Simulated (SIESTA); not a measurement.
Crystal: TePb.

```
CELL_PARAMETERS angstrom
0.00000 3.23100 3.23100
3.23100 0.00000 3.23100
3.23100 3.23100 0.00000
ATOMIC_POSITIONS crystal
Pb 0.00000 0.00000 0.00000
Te 0.50000 0.50000 0.50000
```

Base run:

* Program: SIESTA 5.4.2
* Functional: vdW-DF-cx
* Potentials or basis: PseudoDojo 0.4 standard (PBE files)
* Basis: DZP (energy shift 0.002 Ry)
* Grid cutoff: 500 Ry
* Energy shift: 0.002 Ry
* k mesh: 7 × 7 × 7
* Occupations: fermi-dirac, width 0.05 eV
* Spin: no spin polarisation

Its results: pressure 1.1 GPa.

Question: The run is repeated on the same cell with these changes: functional from vdW-DF-cx to BLYP. What comes out?

Answer: Pressure 6.1 GPa.

Caveats: semicore shells carry a single zeta, which can move pressures by several GPa and volumes by a few percent; the potentials were made for another functional, which shifts forces and pressure; the basis of atomic orbitals isn't converged, which shifts pressures, moduli and gaps.
